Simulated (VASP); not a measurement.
# AgCl (Chlorargyrite) (Fm-3m) in VASP: notebook, part 2 of 2

VASP 6.6.1. The steps go on from the part before.

### 5 Relaxation of the atoms, r2SCAN (a relaxed cell with its volume scaled by 1.06)

File INCAR:

```
SYSTEM = AgCl
  PREC = Accurate
  ENCUT = 600
  EDIFF = 1E-7
  ISMEAR = 0
  SIGMA = 0.03
  LREAL = .FALSE.
  LASPH = .TRUE.
  NELM = 80
  ALGO = Normal
  ISIF = 2
  LWAVE = .FALSE.
  LCHARG = .FALSE.
  METAGGA = R2SCAN
  LMIXTAU = .TRUE.
  IBRION = 2
  NSW = 40
  EDIFFG = -0.01
```

File KPOINTS:

```
regular mesh
0
G
  8 8 8
  0 0 0
```

File POSCAR:

```
AgCl                                    
1.0
    0.0000000000      2.8263668754      2.8263668754
    2.8263668754     -0.0000000000      2.8263668754
    2.8263668754      2.8263668754      0.0000000000
  Ag              Cl            
     1     1
Direct
     1.0000000000000000    0.0000000000000000    1.0000000000000000
     0.5000000000000000    0.5000000000000000    0.5000000000000000
```

Potentials or basis: VASP PAW PBE potentials, release 64 (Ag, Cl).

Started as:

```bash
$ cat potpaw_PBE.64/Ag/POTCAR potpaw_PBE.64/Cl/POTCAR > POTCAR
$ mpirun -np 1 vasp_std > vasp.out
```

OUTCAR:

```text
SYSTEM = AgCl
   PREC = Accurate
   ENCUT = 600
   EDIFF = 1E-7
   ISMEAR = 0
   LREAL = .FALSE.
   LASPH = .TRUE.
   NELM = 80
   ISIF = 2
   METAGGA = R2SCAN
   IBRION = 2
   NSW = 40
   EDIFFG = -0.01

 ion  position               nearest neighbor table
   1  0.000  0.000  0.000-   2 2.83   2 2.83   2 2.83   2 2.83   2 2.83   2 2.83
   2  0.500  0.500  0.500-   1 2.83   1 2.83   1 2.83   1 2.83   1 2.83   1 2.83

  LATTYP: Found a face centered cubic cell.
 ALAT       =     5.6527337508

  Lattice vectors:
[... 566 lines left out ...]
      9       2.4057      2.00000
     10       8.2635      0.00000
     11       9.0474      0.00000
     12      11.4043      0.00000
     13      12.0047      0.00000

 [... further k-points ...]
[... 5 lines left out ...]
  --------------------------------------------------------------------------------------
  -------------------------------------------------------------------------------------
  Total       -0.7194548     -0.7194548     -0.7194548      0.0000000      0.0000000      0.0000000
  in kB      -25.5269231    -25.5269231    -25.5269231      0.0000000      0.0000000      0.0000000
  external PRESSURE =     -25.5269231 kB  Pullay stress =       0.0000000 kB

 VOLUME and BASIS-vectors are now :
 -----------------------------------------------------------------------------
  energy-cutoff  :      600.00
  volume of cell :       45.16
      direct lattice vectors                 reciprocal lattice vectors
     0.000000000  2.826366875  2.826366875    -0.176905555  0.176905555  0.176905555
     2.826366875  0.000000000  2.826366875     0.176905555 -0.176905555  0.176905555
     2.826366875  2.826366875  0.000000000     0.176905555  0.176905555 -0.176905555

 POSITION                                       TOTAL-FORCE (eV/Angst)
 -----------------------------------------------------------------------------------
      0.00000      0.00000      0.00000         0.000000     -0.000000      0.000000
      2.82637      2.82637      2.82637         0.000000      0.000000      0.000000
 -----------------------------------------------------------------------------------
    total drift:                                0.000000     -0.000000     -0.000000

  FREE ENERGIE OF THE ION-ELECTRON SYSTEM (eV)
  ---------------------------------------------------
  free  energy   TOTEN  =       -28.6231855979 eV

  energy  without entropy=      -28.6231855979  energy(sigma->0) =      -28.62318560

 reached required accuracy - stopping structural energy minimisation
```

OSZICAR:

```text
N       E                     dE             d eps       ncg     rms          rms(c)
DAV:   1     0.891864584345E+02    0.89186E+02   -0.97811E+03   754   0.143E+03
DAV:   2    -0.285012574695E+02   -0.11769E+03   -0.11014E+03   874   0.276E+02
DAV:   3    -0.336738715382E+02   -0.51726E+01   -0.51484E+01   889   0.617E+01
[... 14 lines left out ...]
DAV:  18    -0.286231847141E+02   -0.72204E-06   -0.66303E-08   502   0.273E-03    0.113E-03
DAV:  19    -0.286231856148E+02   -0.90070E-06   -0.27238E-07   738   0.605E-03    0.125E-03
DAV:  20    -0.286231854843E+02    0.13055E-06   -0.13408E-08   377   0.154E-03    0.109E-03
DAV:  21    -0.286231855999E+02   -0.11557E-06   -0.25784E-09   377   0.572E-04    0.632E-04
DAV:  22    -0.286231855979E+02    0.19775E-08   -0.41742E-09   377   0.544E-04
   1 F= -.28623186E+02 E0= -.28623186E+02  d E =-.286232E+02
```

CONTCAR:

```text
AgCl
   1.00000000000000
     0.0000000000000000    2.8263668754000002    2.8263668754000002
     2.8263668754000002    0.0000000000000000    2.8263668754000002
     2.8263668754000002    2.8263668754000002    0.0000000000000000
  Ag              Cl
     1     1
Direct
     0.0000000000000000    0.0000000000000000    0.0000000000000000
     0.5000000000000000    0.5000000000000000    0.5000000000000000

  0.00000000E+00  0.00000000E+00  0.00000000E+00
  0.00000000E+00  0.00000000E+00  0.00000000E+00
```

Run time: 47 s. Hardware: 1 thread of Intel Xeon 6975P-C (Granite Rapids), shared host; peak memory 0.19 GiB.

What came out:

| Quantity | Value |
| --- | --- |
| Free energy | -28.6232 eV |
| Pressure after relaxing | -2.6 GPa |
| Band gap on the k mesh | 1.43 eV, indirect (least direct gap 3.52 eV) |

Final structure:
```
Ag Cl
1.0
     0.00000    2.82637    2.82637
     2.82637    0.00000    2.82637
     2.82637    2.82637    0.00000
Ag Cl
1 1
Direct
  0.00000 0.00000 0.00000
  0.50000 0.50000 0.50000
```

Caveat: the relaxation stopped at its first step, so nothing moved; the PAW data sets were made with another functional, which shifts forces and pressure a little.

### 6 Overview

| cell | gap on the mesh (eV) | pressure (GPa) |
| --- | --- | --- |
| atoms relaxed | 1.42 | 0.0 |
| atoms relaxed from: a relaxed cell with its volume scaled by 1.02 | 1.43 | -1.0 |
| atoms relaxed from: a relaxed cell with its volume scaled by 1.04 | 1.43 | -1.8 |
| atoms relaxed from: a relaxed cell with its volume scaled by 1.06 | 1.43 | -2.6 |

Alike in all rows: task relaxation of the atoms; level r2SCAN; potentials or basis VASP PAW PBE potentials, release 64 (Ag, Cl); no spin polarisation; k mesh 8 × 8 × 8; cutoff (eV) 600; smearing gaussian 0.03 eV.

Caveats: the relaxation stopped at its first step, so nothing moved; the PAW data sets were made with another functional, which shifts forces and pressure a little.

Total energies depend on the potentials used, so only differences within one code and one set of settings carry meaning.

### 7 Comparison with measurements

Step 2. Against the measured gap of AgCl, 3.249 eV (indirect; a printed reference work, data compilation), the calculated 1.42 eV is off by -1.83 eV. So large a miss can be the level of theory's own, or it may mean another phase, state or a wrong row. Spin-orbit coupling on Ag is left out. The value is that of r2SCAN on a finite k mesh, which can miss the band edges, without temperature or zero-point motion.
